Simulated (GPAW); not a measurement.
Crystal: PbS (Galena).

```
Pb S
1.0
     0.00000    2.96575    2.96575
     2.96575    0.00000    2.96575
     2.96575    2.96575    0.00000
Pb S
1 1
Cartesian
  0.0000 0.0000 0.0000
  2.9657 2.9657 2.9657
```

Base run:

```yaml
Program: GPAW 26.7.0
Functional: PBE
Potentials_or_basis: GPAW PAW data sets (gpaw-data 1.2.1)
Cutoff: 600 eV
Basis: pw
k_mesh: 8 × 8 × 8
Occupations: gaussian, width 0.025 eV
Spin: no spin polarisation
```

Its results: band gap on the k mesh 0.31 eV, direct; pressure 2.0 GPa.

**Question.** The run is repeated on the same cell with these changes: functional from PBE to r2SCAN; occupations from gaussian, width 0.025 eV to fermi-dirac, width 0.05 eV. What comes out?

**Answer.** Band gap on the k mesh 0.56 eV, direct; pressure 1.1 GPa.

Caveats: spin-orbit coupling is left out, which as a rule narrows the gap of such compounds by several tenths of an eV; the PAW data sets were made with another functional, which shifts forces and pressure a little (some runs).
